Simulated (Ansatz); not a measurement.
Set up this calculation in Ansatz 0.2.0, as the native input.

```
Task                : relaxation of cell and atoms
Functional          : PBEsol
Dispersion          : D3(BJ)
Potentials or basis : Ansatz PAW
Cutoff              : 420 eV (not typed: the program's choice for these potentials)
k mesh              : 11 × 11 × 11
Occupations         : fermi-dirac, width 0.05 eV
Spin                : no spin polarisation
```

The system is Ti.

```xyz
1
Lattice="-1.6410 1.6410 1.6410 1.6410 -1.6410 1.6410 1.6410 1.6410 -1.6410" Properties=species:S:1:pos:R:3 pbc="T T T"
Ti    0.0000    0.0000    0.0000
```

This isn't the form of Ti at room conditions, which is hcp.

These files were run (other wordings do the same):

input.yaml

```yaml
crystal:
  lattice:
    - [-1.641, 1.641, 1.641]
    - [1.641, -1.641, 1.641]
    - [1.641, 1.641, -1.641]
  atoms:
    - { symbol: Ti, position: [0.0, 0.0, 0.0] }
hamiltonian:
  xc: pbesol
  pseudopotentials: { kind: paw }
  dispersion: d3bj
kpoints:
  mp_grid: { grid: [11, 11, 11] }
scf:
  occupations: { method: fermi_dirac, width: 0.05 }
output:
  forces: true
  stress: true
relax:
  f_tol: 0.01
  max_steps: 40
  cell: { stress_tol: 0.05 }
```

Potentials or basis: Ansatz PAW.

Run with:

```sh
$ ansatz run input.yaml --threads 2 --pin off --max-ram 5632MiB --backend cpu --events-out ev --progress --plain --runs-dir out
```

It gave:

```json
{
 "Relaxed volume": "15.63 Å³/atom",
 "Relaxed cell": "a = 2.728 Å, b = 2.728 Å, c = 2.728 Å, α = 109.47°, β = 109.47°, γ = 109.47°",
 "Space group after relaxing (to 0.05 Å)": "Im-3m (No. 229)",
 "Energy gained by relaxing": "85.2 meV/atom",
 "Ionic steps": "5",
 "Pressure after relaxing": "0.0 GPa"
}
```

Caveat: the plane-wave basis is chosen anew once the cell has moved, so the energies of steps on either side of that aren't comparable; the volume moved by -12 % from the deposited cell, more than functionals usually miss; the PAW data sets come from PBE, with cores solved anew for the run's functional, which leaves a small shift of forces and pressure.

Run time: 2.5 s on 2 threads of Intel(R) Xeon(R) Processor @ 2.70GHz, with other jobs on the host, peak memory 0.32 GiB.
